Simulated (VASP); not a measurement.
# TePb (Pm-3m) in VASP: further runs

Runs on TePb. Level: r2SCAN0. Tasks: single point.

Everything below comes from runs of VASP 6.6.1. Logs are shortened: lines on timing, memory, paths and dates and some standing lists are left out, and cuts for length are marked.

**1. Starting point**

Symmetry: Pm-3m, No. 221, cubic system. Conventional cell: a = 3.948 Å, b = 3.948 Å, c = 3.948 Å, α = 90.00°, β = 90.00°, γ = 90.00°. Pb (site symmetry m-3m) is surrounded by 8 Te at 3.42 Å. Around Te (site symmetry m-3m) lie 8 Pb at 3.42 Å.

Measurements of this composition are mostly on another form, of space group No. 225.

**2. Single point, r2SCAN0**

Contents of POSCAR:

```
TePb
1.0
    3.9481954097      0.0000000000      0.0000000000
    0.0000000000      3.9481954097      0.0000000000
    0.0000000000      0.0000000000      3.9481954097
Pb Te
1 1
Direct
    0.0000000000      0.0000000000      0.0000000000
    0.5000000000      0.5000000000      0.5000000000
```

Contents of INCAR.step1:

```
SYSTEM = TePb
PREC = Accurate
ENCUT = 520
EDIFF = 1E-5
ISMEAR = -1
SIGMA = 0.05
LREAL = .FALSE.
LASPH = .TRUE.
NELM = 100
ALGO = Normal
ISIF = 2
LWAVE = .TRUE.
LCHARG = .FALSE.
NBANDS = 17
GGA = PE
```

Contents of INCAR.step2:

```
SYSTEM = TePb
PREC = Accurate
ENCUT = 520
EDIFF = 1E-6
ISMEAR = -1
SIGMA = 0.05
LREAL = .FALSE.
LASPH = .TRUE.
NELM = 100
ALGO = Normal
ISIF = 2
LWAVE = .FALSE.
LCHARG = .FALSE.
METAGGA = R2SCAN
LHFCALC = .TRUE.
AEXX = 0.25
LMIXTAU = .TRUE.
PRECFOCK = Normal
HFRCUT = -1
NBANDS = 17
ISTART = 1
```

Contents of KPOINTS:

```
regular mesh
0
G
  4 4 4
  0 0 0
```

Potentials or basis: VASP PAW PBE potentials, release 64 (Pb_d, Te).

Command:

```console
cat potpaw_PBE.64/Pb_d/POTCAR potpaw_PBE.64/Te/POTCAR > POTCAR
cp INCAR.step1 INCAR
mpirun -np 1 vasp_std > vasp.out
cp INCAR.step2 INCAR
mpirun -np 1 vasp_std > vasp.out
```

OUTCAR:

```text
SYSTEM = TePb
   PREC = Accurate
   ENCUT = 520
   EDIFF = 1E-6
   ISMEAR = -1
   LREAL = .FALSE.
   LASPH = .TRUE.
   NELM = 100
   ISIF = 2
   METAGGA = R2SCAN
   LHFCALC = .TRUE.
   AEXX = 0.25
   PRECFOCK = Normal
   ISTART = 1

 ion  position               nearest neighbor table
   1  0.000  0.000  0.000-   2 3.42   2 3.42   2 3.42   2 3.42   2 3.42   2 3.42   2 3.42   2 3.42

   2  0.500  0.500  0.500-   1 3.42   1 3.42   1 3.42   1 3.42   1 3.42   1 3.42   1 3.42   1 3.42

  LATTYP: Found a simple cubic cell.
 ALAT       =     3.9481954097

  Lattice vectors:

 A1 = (   3.9481954097,   0.0000000000,   0.0000000000)
 A2 = (   0.0000000000,   3.9481954097,   0.0000000000)
 A3 = (   0.0000000000,   0.0000000000,   3.9481954097)

Analysis of symmetry for initial positions (statically):
=====================================================================
 Subroutine PRICEL returns:
 Original cell was already a primitive cell.

 Routine SETGRP: Setting up the symmetry group for a
 simple cubic supercell.

 Subroutine GETGRP returns: Found 48 space group operations
 (whereof 48 operations were pure point group operations)
 out of a pool of 48 trial point group operations.

The static configuration has the point symmetry O_h .

Analysis of symmetry for dynamics (positions and initial velocities):
=====================================================================
 Subroutine PRICEL returns:
 Original cell was already a primitive cell.

 Routine SETGRP: Setting up the symmetry group for a
 simple cubic supercell.

 Subroutine GETGRP returns: Found 48 space group operations
 (whereof 48 operations were pure point group operations)
 out of a pool of 48 trial point group operations.

The dynamic configuration has the point symmetry O_h .

 Subroutine INISYM returns: Found 48 space group operations
 (whereof 48 operations are pure point group operations),
 and found     1 'primitive' translations

----------------------------------------------------------------------------------------

                                     Primitive cell

  volume of cell :      61.5454

  direct lattice vectors                    reciprocal lattice vectors
     3.948195410  0.000000000  0.000000000     0.253280270  0.000000000  0.000000000
     0.000000000  3.948195410  0.000000000     0.000000000  0.253280270  0.000000000
     0.000000000  0.000000000  3.948195410     0.000000000  0.000000000  0.253280270

  length of vectors
     3.948195410  3.948195410  3.948195410     0.253280270  0.253280270  0.253280270

  position of ions in fractional coordinates (direct lattice)
     0.000000000  0.000000000  0.000000000
     0.500000000  0.500000000  0.500000000

  ion indices of the primitive-cell ions
   primitive index   ion index
                 1           1
                 2           2

----------------------------------------------------------------------------------------

 KPOINTS: regular mesh

Automatic generation of k-mesh.
 Grid dimensions read from file:
 generate k-points for:    4    4    4

 Generating k-lattice:

  Cartesian coordinates                     Fractional coordinates (reciprocal lattice)
     0.063320068  0.000000000  0.000000000     0.250000000  0.000000000  0.000000000
     0.000000000  0.063320068  0.000000000     0.000000000  0.250000000  0.000000000
     0.000000000  0.000000000  0.063320068     0.000000000  0.000000000  0.250000000

  Length of vectors
     0.063320068  0.063320068  0.063320068

  Shift w.r.t. Gamma in fractional coordinates (k-lattice)
     0.000000000  0.000000000  0.000000000

 Subroutine IBZKPT returns following result:
 ===========================================

 Found     10 irreducible k-points:

 Following reciprocal coordinates:
            Coordinates               Weight
  0.000000  0.000000  0.000000      1.000000
  0.250000  0.000000  0.000000      6.000000
  0.500000  0.000000  0.000000      3.000000
  0.250000  0.250000  0.000000     12.000000
  0.500000  0.250000  0.000000     12.000000
  0.500000  0.500000  0.000000      3.000000
  0.250000  0.250000  0.250000      8.000000
  0.500000  0.250000  0.250000     12.000000
  0.500000  0.500000  0.250000      6.000000
  0.500000  0.500000  0.500000      1.000000
   k-points           NKPTS =     10   k-points in BZ     NKDIM =     64   number of bands    NBANDS=     17
   number of dos      NEDOS =    301   number of ions     NIONS =      2
   total plane-waves  NPLWV =  27000
   dimension x,y,z NGX =    30 NGY =   30 NGZ =   30
   dimension x,y,z NGXF=    60 NGYF=   60 NGZF=   60
   ions per type =               1   1
   NGX,Y,Z   is equivalent  to a cutoff of  12.63, 12.63, 12.63 a.u.
   NGXF,Y,Z  is equivalent  to a cutoff of  25.26, 25.26, 25.26 a.u.
 SYSTEM =  TePb
   PREC   = accura    normal or accurate (medium, high low for compatibility)
   ISTART =      1    job   : 0-new  1-cont  2-samecut
   ICHARG =      0    charge: 1-file 2-atom 10-const
   ISPIN  =      1    spin polarized calculation?
   LNONCOLLINEAR =      F non collinear calculations
   LSORBIT =      F    spin-orbit coupling
   LASPH  =      T    aspherical Exc in radial PAW
   ENCUT  =  520.0 eV  38.22 Ry    6.18 a.u.   7.34  7.34  7.34*2*pi/ulx,y,z
   NELM   =    100;   NELMIN=  2; NELMDL=  0     # of ELM steps
   EDIFF  = 0.1E-05   stopping-criterion for ELM
   LREAL  =      F    real-space projection
   EDIFFG = 0.1E-04   stopping-criterion for IOM
   NSW    =      0    number of steps for IOM
   IBRION =     -1    ionic relax: 0-MD 1-quasi-New 2-CG
   NFREE  =      0    steps in history (QN), initial steepest desc. (CG)
   ISIF   =      2    stress and relaxation
   ISYM   =      3    0-nonsym 1-usesym 2-fastsym
   POTIM  = 0.5000    time-step for ionic-motion
   TEBEG  =    0.0;   TEEND  =   0.0 temperature during run
   PSTRESS=    0.0 pullay stress
   NELECT =      20.0000    total number of electrons
   NUPDOWN=      -1.0000    fix difference up-down
   EMIN   =  10.00;   EMAX   =-10.00  energy-range for DOS
   EFERMI =   0.00;   METHOD = LEGACY
   ISMEAR =    -1;   SIGMA  =   0.05  broadening in eV -4-tet -1-fermi 0-gaus
   EFERMI_NEDOS =   21; number of points for ismear=-14 and -15
   IALGO  =     38    algorithm
   IMIX   =      1    mixing-type and parameters
     AMIX     =   0.40;   BMIX     =  1.00
     AMIX_MAG =   1.60;   BMIX_MAG =  1.00
  volume/ion in A,a.u.               =      30.77       207.66
  Fermi-wavevector in a.u.,A,eV,Ry     =   1.125519  2.126923 17.235767  1.266793
  Thomas-Fermi vector in A             =   2.262196
   LORBIT       =      0    0 simple, 1 ext, 2 COOP (PROOUT), +10 PAW based schemes
   METAGGA = R2SCAN    functional components
   LHFCALC =     T    Hartree Fock is set to
   PRECFOCK=normal    Normal, Fast or Accurate (Low or Medium for compatibility)
   ENCUT4O =  -1.0   cutoff for four orbital integrals eV
   NKREDX  =     1    reduce k-point grid by
   NKREDY  =     1    reduce k-point grid by
   NKREDZ  =     1    reduce k-point grid by
   AEXX    =    0.2500 exact exchange contribution
   HFSCREEN=    0.0000 screening length (either q_TF or 0.3 A-1)
   HFSCREENC=   0.0000 screening length for correlation (either q_TF or 0.3 A-1)
   ENCUTFOCK=  -1.0 apply spherical cutoff to Coloumb kernel
   IVDW    =     0    specifies the selected vdW correction
   LEPSILON=     F    determine dielectric tensor
   LRPA    =     F    only Hartree local field effects (RPA)
 non-spin polarized calculation
  energy-cutoff  :      520.00
  volume of cell :       61.55
 maximum number of plane-waves:      1674
 NGX is ok and might be reduce to    30
  NGX = 24; NGY = 24; NGZ = 24

 number of electron      19.9999996 magnetization

 Free energy of the ion-electron system (eV)
  ---------------------------------------------------
  ext. energy  EPLUGINS =         0.00000000
  ---------------------------------------------------
  free energy    TOTEN  =       -66.09282386 eV

  energy without entropy =      -66.09260288  energy(sigma->0) =      -66.09271337

 E-fermi :   6.6205     XC(G=0):  -8.0983

 val. band max:        6.2633878134   @ k =   0.5000   0.2500   0.0000
 cond. band min:       6.9082573403   @ k =   0.5000   0.5000   0.0000
 fundamental gap:      0.6448695269
 Fermi energy:         6.6205462970

 k-point     1 :       0.0000    0.0000    0.0000
  band No.  band energies     occupation
      1     -13.4804      2.00000
      2     -13.4804      2.00000
      3     -13.3873      2.00000
      4     -13.3873      2.00000
      5     -13.3873      2.00000
      6      -7.8692      2.00000
[... 9 lines left out ...]
     16      18.7979      0.00000
     17      19.3929      0.00000

 k-point     2 :       0.2500    0.0000    0.0000
  band No.  band energies     occupation
      1     -13.4784      2.00000
      2     -13.4410      2.00000
      3     -13.4034      2.00000
      4     -13.4034      2.00000
      5     -13.3864      2.00000
      6      -7.2507      2.00000
[... 9 lines left out ...]
     16      16.9285      0.00000
     17      18.9016      0.00000

 k-point     3 :       0.5000    0.0000    0.0000
  band No.  band energies     occupation
      1     -13.4761      2.00000
      2     -13.4196      2.00000
      3     -13.4196      2.00000
      4     -13.4011      2.00000
      5     -13.3842      2.00000
      6      -6.1325      2.00000
[... 9 lines left out ...]
     16      19.8451      0.00000
     17      20.5504      0.00000

 k-point     4 :       0.2500    0.2500    0.0000
  band No.  band energies     occupation
      1     -13.4591      2.00000
      2     -13.4279      2.00000
      3     -13.4187      2.00000
      4     -13.4027      2.00000
      5     -13.3998      2.00000
      6      -6.6906      2.00000
[... 9 lines left out ...]
     16      16.1029      0.00000
     17      16.6371      0.00000

 k-point     5 :       0.5000    0.2500    0.0000
  band No.  band energies     occupation
      1     -13.4521      2.00000
      2     -13.4492      2.00000
      3     -13.4161      2.00000
      4     -13.3984      2.00000
      5     -13.3819      2.00000
      6      -5.7160      2.00000
[... 9 lines left out ...]
     16      16.9877      0.00000
     17      17.6094      0.00000

 k-point     6 :       0.5000    0.5000    0.0000
  band No.  band energies     occupation
      1     -13.4768      2.00000
      2     -13.4381      2.00000
      3     -13.4112      2.00000
      4     -13.4112      2.00000
      5     -13.3508      2.00000
      6      -5.1541      2.00000
[... 9 lines left out ...]
     16      15.6441      0.00000
     17      15.6441      0.00000

 k-point     7 :       0.2500    0.2500    0.2500
  band No.  band energies     occupation
      1     -13.4274      2.00000
      2     -13.4198      2.00000
      3     -13.4198      2.00000
      4     -13.4143      2.00000
      5     -13.4143      2.00000
      6      -6.1757      2.00000
[... 9 lines left out ...]
     16      16.5735      0.00000
     17      19.1204      0.00000

 k-point     8 :       0.5000    0.2500    0.2500
  band No.  band energies     occupation
      1     -13.4449      2.00000
      2     -13.4377      2.00000
      3     -13.4158      2.00000
      4     -13.4133      2.00000
      5     -13.3737      2.00000
      6      -5.3697      2.00000
[... 9 lines left out ...]
     16      17.0078      0.00000
     17      19.3322      0.00000

 k-point     9 :       0.5000    0.5000    0.2500
  band No.  band energies     occupation
      1     -13.4672      2.00000
      2     -13.4337      2.00000
      3     -13.4337      2.00000
      4     -13.3925      2.00000
      5     -13.3509      2.00000
      6      -4.9289      2.00000
[... 9 lines left out ...]
     16      19.2811      0.00000
     17      19.6060      0.00000

 k-point    10 :       0.5000    0.5000    0.5000
  band No.  band energies     occupation
      1     -13.4569      2.00000
      2     -13.4569      2.00000
      3     -13.4569      2.00000
      4     -13.3502      2.00000
      5     -13.3502      2.00000
      6      -4.6850      2.00000
[... 9 lines left out ...]
     16      22.8672      0.00000
     17      23.8616      0.00000

------------------------ aborting loop because EDIFF is reached ----------------------------------------

  FORCE on cell =-STRESS in cart. coord.  units (eV):
  Direction    XX          YY          ZZ          XY          YZ          ZX
  --------------------------------------------------------------------------------------
  -------------------------------------------------------------------------------------
  Total        0.4963195      0.4963195      0.4963195      0.0000000     -0.0000000      0.0000000
  in kB       12.9204024     12.9204024     12.9204024      0.0000000     -0.0000000      0.0000000
  external PRESSURE =      12.9204024 kB  Pullay stress =       0.0000000 kB

 VOLUME and BASIS-vectors are now :
 -----------------------------------------------------------------------------
  energy-cutoff  :      520.00
  volume of cell :       61.55
      direct lattice vectors                 reciprocal lattice vectors
     3.948195410  0.000000000  0.000000000     0.253280270  0.000000000  0.000000000
     0.000000000  3.948195410  0.000000000     0.000000000  0.253280270  0.000000000
     0.000000000  0.000000000  3.948195410     0.000000000  0.000000000  0.253280270

 POSITION                                       TOTAL-FORCE (eV/Angst)
 -----------------------------------------------------------------------------------
      0.00000      0.00000      0.00000         0.000000      0.000000      0.000000
      1.97410      1.97410      1.97410         0.000000      0.000000      0.000000
 -----------------------------------------------------------------------------------
    total drift:                               -0.000001     -0.000001     -0.000000

  FREE ENERGIE OF THE ION-ELECTRON SYSTEM (eV)
  ---------------------------------------------------
  free  energy   TOTEN  =       -66.0928238588 eV

  energy  without entropy=      -66.0926028842  energy(sigma->0) =      -66.09271337
```

Run time: 5.6 min. Hardware: 1 thread of Intel Xeon 6975P-C (Granite Rapids), shared host; peak memory 0.19 GiB.

What came out:

* Free energy: -66.0928 eV
* Pressure: 1.3 GPa
* Band gap on the k mesh: none (metal or under the smearing width)

Caveat: the k mesh is coarse (spacing up to 0.40 Å⁻¹), so the values aren't converged, least of all with exact exchange; the PAW data sets were made with another functional, which shifts forces and pressure a little.

**3. Single point, r2SCAN0**

This run uses another cell than the first one, of 33.34 Å³/atom, 1.083 times its volume.

Contents of POSCAR:

```
TePb
1.0
    4.0549547108      0.0000000000      0.0000000000
    0.0000000000      4.0549547108      0.0000000000
    0.0000000000      0.0000000000      4.0549547108
Pb Te
1 1
Direct
    0.0000000000      0.0000000000      0.0000000000
    0.5000000000      0.5000000000      0.5000000000
```

Contents of INCAR.step1:

```
PREC = Accurate
ENCUT = 520
EDIFF = 1E-5
ISMEAR = -1
SIGMA = 0.05
LREAL = F
LASPH = T
NELM = 100
ALGO = Normal
ISIF = 2
LWAVE = T
GGA = PE
NBANDS = 17
```

Contents of INCAR.step2:

```
PREC = Accurate
ENCUT = 520
EDIFF = 1E-6
ISMEAR = -1
SIGMA = 0.05
LREAL = F
LASPH = T
NELM = 100
ALGO = Normal
ISIF = 2
LWAVE = F
LCHARG = T
METAGGA = R2SCAN
LHFCALC = T
AEXX = 0.25
LMIXTAU = T
PRECFOCK = Normal
HFRCUT = -1
LELF = T
LVHAR = T
ISTART = 1
NBANDS = 17
```

Contents of KPOINTS:

```
regular mesh
0
Gamma
  4 4 4
```

Potentials or basis: VASP PAW PBE potentials, release 64 (Pb_d, Te).

Command:

```console
cat potpaw_PBE.64/Pb_d/POTCAR potpaw_PBE.64/Te/POTCAR > POTCAR
cp INCAR.step1 INCAR
mpirun -np 1 vasp_std > vasp.out
cp INCAR.step2 INCAR
mpirun -np 1 vasp_std > vasp.out
```

It took 8.1 min on 1 thread of Intel Xeon 6975P-C (Granite Rapids), shared host; peak memory 0.19 GiB.

It converged, with:

```
Free energy            : -66.0772 eV
Pressure               : -2.4 GPa
Band gap on the k mesh : none (metal or under the smearing width)
```

Levels at points of the mesh, in eV from the Fermi level:
| k point | band 6 | band 7 | band 8 | band 9 | band 10 | band 11 | band 12 | band 13 | band 14 | band 15 |
| --- | --- | --- | --- | --- | --- | --- | --- | --- | --- | --- |
| (0.00, 0.00, 0.00) | -13.89 | -7.95 | -2.19 | -2.19 | -2.19 | 5.19 | 5.19 | 6.28 | 6.28 | 6.28 |
| (0.50, 0.00, 0.00) | -12.37 | -10.52 | -1.22 | -0.63 | -0.63 | 0.90 | 3.09 | 3.09 | 6.71 | 8.14 |
| (0.50, 0.50, 0.00) | -11.59 | -9.27 | -5.19 | -5.19 | 0.27 | 4.41 | 4.75 | 4.75 | 7.28 | 8.01 |
| (0.50, 0.50, 0.50) | -11.19 | -8.50 | -3.08 | -3.08 | -3.08 | -0.92 | -0.92 | -0.92 | 15.33 | 15.33 |

Caveat: the k mesh is coarse (spacing up to 0.39 Å⁻¹), so the values aren't converged, least of all with exact exchange; the PAW data sets were made with another functional, which shifts forces and pressure a little. The run has no spin-orbit coupling, so splittings on Pb, Te are missing.
